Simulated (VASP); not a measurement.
Wanted: the native input for a VASP 6.6.1 run.

```
Task                   : relaxation of cell and atoms
Functional             : PBEsol
Potentials or basis    : VASP PAW PBE potentials, release 64 (Hf_pv)
Cutoff                 : 350 eV
k mesh                 : 16 × 16 × 16
Occupations            : gaussian, width 0.1 eV
Spin                   : no spin polarisation
Target pressure        : 50 GPa
Further INCAR settings : ALGO = Fast; EDIFF = 1e-07; IBRION = 2; EDIFFG = -0.002; NSW = 80; ISIF = 3
Target pressure        : 50 GPa
```

The structure of Hf lies in POSCAR:

```
Hf                                      
1.0
   -1.5822358080      1.5822358080      1.5822358080
    1.5822358080     -1.5822358080      1.5822358080
    1.5822358080      1.5822358080     -1.5822358080
  Hf            
     1
Direct
     0.0000000000000000    0.0000000000000000    0.0000000000000000
```

This isn't the form of Hf at room conditions, which is hcp.

One way to write it, as run:

INCAR

```
PREC = Accurate
ENCUT = 350
EDIFF = 1E-7
ISMEAR = 0
SIGMA = 0.1
LREAL = False
LASPH = True
NELM = 80
ALGO = Fast
ISIF = 3
LWAVE = False
LCHARG = False
GGA = PS
IBRION = 2
NSW = 80
EDIFFG = -0.002
PSTRESS = 500.0
```

KPOINTS

```
Automatic mesh
0
Gamma
  16 16 16
```

Potentials or basis: VASP PAW PBE potentials, release 64 (Hf_pv).

Run with:

```sh
$ cat potpaw_PBE.64/Hf_pv/POTCAR > POTCAR
$ mpirun -np 1 vasp_std > vasp.out
```

Results of the run:

The relaxed volume is 15.84 Å³/atom and the relaxed cell is a = 2.740 Å, b = 2.740 Å, c = 2.740 Å, α = 109.47°, β = 109.47°, γ = 109.47°. The space group after relaxing (to 0.05 Å) is Im-3m (No. 229) and the energy change on relaxing (the enthalpy is what falls) is +2.8 meV/atom. The ionic steps are 4. The pressure after relaxing is 50.0 GPa and the band gap on the k mesh is none (metal or under the smearing width).

Caveat: the cell is relaxed towards a set pressure, so the enthalpy falls and the energy may rise; the PAW data sets were made with another functional, which shifts forces and pressure a little.

Run time: 14 s on 1 thread of Intel(R) Xeon(R) 6975P-C (Granite Rapids), on a shared host, peak memory 0.12 GiB.
